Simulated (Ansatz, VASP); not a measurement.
# P in two plane-wave programs

One calculation is typed for both programs; each brings its own data sets. How far apart do they land? The cell is taken from a series of runs on this material, whose earlier steps may have relaxed, scaled, displaced or heated it; both programs get it as it stands.

Main program and level: Ansatz development build; plane waves, with VASP 6.6.1 beside it; HSE06.

### Step 1. The starting structure

The cell holds 2 atoms: 2 P. Its edges and angles: a = 3.254 Å, b = 3.254 Å, c = 25.700 Å, α = 90.0°, β = 90.0°, γ = 120.0°. Vacuum lies along c.

Structure file:

```cif
data_structure
_symmetry_space_group_name_H-M 'P 1'
_symmetry_Int_Tables_number 1
_cell_length_a 3.2545
_cell_length_b 3.2545
_cell_length_c 25.7000
_cell_angle_alpha 90.000
_cell_angle_beta 90.000
_cell_angle_gamma 120.000
_cell_volume 235.74
loop_
_atom_site_label
_atom_site_type_symbol
_atom_site_fract_x
_atom_site_fract_y
_atom_site_fract_z
_atom_site_occupancy
P1 P 0.33333 0.66667 0.52423 1
P2 P 0.66667 0.33333 0.47577 1
```

### Step 2. VASP: single point, HSE06

A single point takes one fixed geometry, so differences don't come from the geometry; what else differs is listed under the comparison.

Lines of VASP's logs that name or quote its potential files are left out, and so is its time.

The run reads the wave functions of an earlier VASP run, which isn't shown here.

The input, INCAR:

```
SYSTEM = P
PREC = Accurate
ENCUT = 400
EDIFF = 1E-06
NELM = 100
ISMEAR = 0
SIGMA = 0.01
LREAL = .FALSE.
ALGO = Normal
LHFCALC = .TRUE.
AEXX = 0.25
GGA = PE
HFSCREEN = 0.208
LASPH = .TRUE.
NBANDS = 11
PRECFOCK = Fast
LORBIT = 11
LWAVE = .FALSE.
LCHARG = .FALSE.
KPAR = 4
ISIF = 2
LDIPOL = .TRUE.
IDIPOL = 3
DIPOL = 0.5 0.5 0.5
LVHAR = .TRUE.
```

The input, POSCAR:

```
P
1.0
    3.2544945226      0.0000000000      0.0000000000
   -1.6272472613      2.8184749331      0.0000000000
    0.0000000000      0.0000000000     25.7000000000
P
2
Direct
    0.3333333333      0.6666666667      0.5242317233
    0.6666666667      0.3333333333      0.4757682767
```

The input, KPOINTS:

```
Automatic mesh
0
Gamma
6 6 1
0 0 0
```

The projector-augmented-wave data sets are P (PBE family, release 64).

Run with:

```sh
> mpirun -np 4 vasp_std
```

Numbers of over 12 decimals in the logs are rounded to 6 here.

The log of the run:

```text
[banner, memory and clock lines left out]
running    4 mpi-ranks, on    1 nodes
 distrk:  each k-point on    1 cores,    4 groups
 distr:  one band on    1 cores,    1 groups

 POSCAR found type information on POSCAR P
 POSCAR found :  1 types and       2 ions
 LDA part: xc-table for (Slater+PW92), standard interpolation
 found WAVECAR, reading the header
 POSCAR, INCAR and KPOINTS ok, starting setup
 FFT: planning ... GRIDC
 FFT: planning ... GRID_SOFT
 FFT: planning ... GRID
 reading WAVECAR
 the WAVECAR file was read successfully
 initial charge from wavefunction
 entering main loop
       N       E                     dE             d eps       ncg     rms          rms(c)
DAV:   1    -0.128181817247E+02   -0.12818E+02   -0.34546E-01   181   0.338E+00    0.172E+00
DAV:   2    -0.128211296668E+02   -0.29479E-02   -0.11479E-02   214   0.651E-01    0.116E+00
DAV:   3    -0.128203331721E+02    0.79649E-03   -0.71807E-04   211   0.163E-01    0.685E-01
DAV:   4    -0.128200388576E+02    0.29431E-03   -0.24140E-04   211   0.844E-02    0.384E-01
DAV:   5    -0.128199526905E+02    0.86167E-04   -0.84943E-05   222   0.487E-02    0.212E-01
DAV:   6    -0.128199302328E+02    0.22458E-04   -0.23719E-05   216   0.253E-02    0.119E-01
DAV:   7    -0.128199260681E+02    0.41646E-05   -0.67005E-06   191   0.135E-02    0.661E-02
DAV:   8    -0.128199271908E+02   -0.11227E-05   -0.20596E-06   194   0.755E-03    0.367E-02
DAV:   9    -0.128199301159E+02   -0.29251E-05   -0.70826E-07   178   0.438E-03    0.204E-02
DAV:  10    -0.128199332231E+02   -0.31071E-05   -0.30211E-07   178   0.274E-03    0.114E-02
DAV:  11    -0.128199360266E+02   -0.28035E-05   -0.17341E-07   181   0.195E-03    0.633E-03
DAV:  12    -0.128199385202E+02   -0.24936E-05   -0.10406E-07   167   0.130E-03    0.367E-03
DAV:  13    -0.128199407660E+02   -0.22458E-05   -0.82273E-08   184   0.106E-03    0.221E-03
DAV:  14    -0.128199424888E+02   -0.17228E-05   -0.56623E-08   167   0.808E-04    0.144E-03
DAV:  15    -0.128199441717E+02   -0.16828E-05   -0.51858E-08   168   0.738E-04    0.102E-03
DAV:  16    -0.128199453359E+02   -0.11642E-05   -0.34929E-08   165   0.597E-04    0.798E-04
DAV:  17    -0.128199465826E+02   -0.12468E-05   -0.35682E-08   165   0.572E-04    0.677E-04
DAV:  18    -0.128199473812E+02   -0.79858E-06   -0.22689E-08   168   0.460E-04
   1 F= -.12819947E+02 E0= -.12819947E+02  d E =-.117411E-61
```

Parts of OUTCAR (step 2):

```text
ion  position               nearest neighbor table
   1  0.333  0.667  0.524-   2 2.25   2 2.25   2 2.25
   2  0.667  0.333  0.476-   1 2.25   1 2.25   1 2.25

  LATTYP: Found a hexagonal cell.
 ALAT       =     3.2544945226
 C/A-ratio  =     7.8967716251

 Subroutine GETGRP returns: Found 12 space group operations
 (whereof 12 operations were pure point group operations)

The static configuration has the point symmetry D_3d.

 Found      7 irreducible k-points:

   k-points           NKPTS =      7   k-points in BZ     NKDIM =     36   number of bands    NBANDS=     11

   dimension x,y,z NGX =    24 NGY =   24 NGZ =  168
   dimension x,y,z NGXF=    48 NGYF=   48 NGZF=  336

   ENCUT  =  400.0 eV  29.40 Ry    5.42 a.u.   5.31  5.31 41.91*2*pi/ulx,y,z

   NELECT =      10.0000    total number of electrons

 k-points in reciprocal lattice and weights: Automatic mesh
   0.00000000  0.00000000  0.00000000       0.028
   0.16666667 -0.00000000  0.00000000       0.167
   0.33333333 -0.00000000  0.00000000       0.167
   0.50000000 -0.00000000  0.00000000       0.083
   0.16666667  0.16666667  0.00000000       0.167
   0.33333333  0.16666667  0.00000000       0.333
   0.33333333  0.33333333  0.00000000       0.056

  exchange ACFDT corr.  =         0.00000000  see jH, gK, PRB 81, 115126

 dipolmoment           0.000000      0.000000     -0.000000 electrons x Angstroem

 average (electrostatic) potential at core
       1 -88.9609       2 -88.9609

 E-fermi :  -4.6865

 k-point     1 :       0.0000    0.0000    0.0000
  band No.  band energies     occupation
      1     -20.5114      2.00000
      2     -12.0708      2.00000
      3      -5.3737      2.00000
      4      -4.8025      2.00000
      5      -4.8025      2.00000
      6       0.1883      0.00000
      7       0.1883      0.00000
      8       0.2713      0.00000
      9       1.2002      0.00000
     10       1.7072      0.00000
    ...

 k-point     2 :       0.1667   -0.0000    0.0000
  band No.  band energies     occupation
      1     -20.0118      2.00000
      2     -11.7520      2.00000
      3      -7.5334      2.00000
      4      -5.6749      2.00000
      5      -5.1048      2.00000
      6      -0.9086      0.00000
      7       1.2555      0.00000
      8       1.6566      0.00000
      9       1.9879      0.00000
     10       2.4174      0.00000
    ...

 k-point     3 :       0.3333   -0.0000    0.0000
  band No.  band energies     occupation
      1     -18.5667      2.00000
      2     -12.5489      2.00000
      3      -9.3655      2.00000
      4      -6.8031      2.00000
      5      -5.1563      2.00000
      6      -2.0494      0.00000
      7       0.2015      0.00000
      8       1.8213      0.00000
      9       3.2383      0.00000
     10       3.4413      0.00000
    ...

  Total       -0.1485972     -0.1485972     -0.7521925      0.0000000     -0.0000000     -0.0000000
  in kB       -1.0099280     -1.0099280     -5.1122104      0.0000000     -0.0000000     -0.0000000
  external PRESSURE =      -2.3773555 kB  Pullay stress =       0.0000000 kB

  energy-cutoff  :      400.00
  volume of cell :      235.74
      direct lattice vectors                 reciprocal lattice vectors
     3.254494523  0.000000000  0.000000000     0.307267378  0.177400904  0.000000000
    -1.627247261  2.818474933  0.000000000     0.000000000  0.354801807  0.000000000
     0.000000000  0.000000000 25.700000000     0.000000000  0.000000000  0.038910506

 POSITION                                       TOTAL-FORCE (eV/Angst)
 -----------------------------------------------------------------------------------
     -0.00000      1.87898     13.47276         0.000000      0.000000     -0.594035
      1.62725      0.93949     12.22724        -0.000000     -0.000000      0.594035
 -----------------------------------------------------------------------------------
    total drift:                                0.000000     -0.000000      0.000000

  FREE ENERGIE OF THE ION-ELECTRON SYSTEM (eV)
  ---------------------------------------------------
  free  energy   TOTEN  =       -12.8199473812 eV

  energy  without entropy=      -12.8199473812  energy(sigma->0) =      -12.81994738

 vacuum level on the upper side and lower side of the slab         1.833         1.833

 total charge
# of ion       s       p       d       tot
------------------------------------------
    1        1.092   1.368   0.000   2.460
    2        1.092   1.368   0.000   2.460
--------------------------------------------------
tot          2.184   2.737   0.000   4.920

[... 3 further parts left out ...]
```

The k-mesh is coarse for exact exchange; levels may shift by about 0.1 eV on a finer one.

(Continued in part 2 of 2.)

[Lines on the potential files, build, host, timing and source positions are cut from VASP's logs without a mark.]

[Logs are printed without paths, hosts, clocks, repeated set-up lines and the standing remarks that a program may print on its own settings, such as how far it seeks lower states.]

[Hosts, paths, dates, database ids (printed as entryN), source tags and the programs' standing remarks are cut or masked in the printed files.]
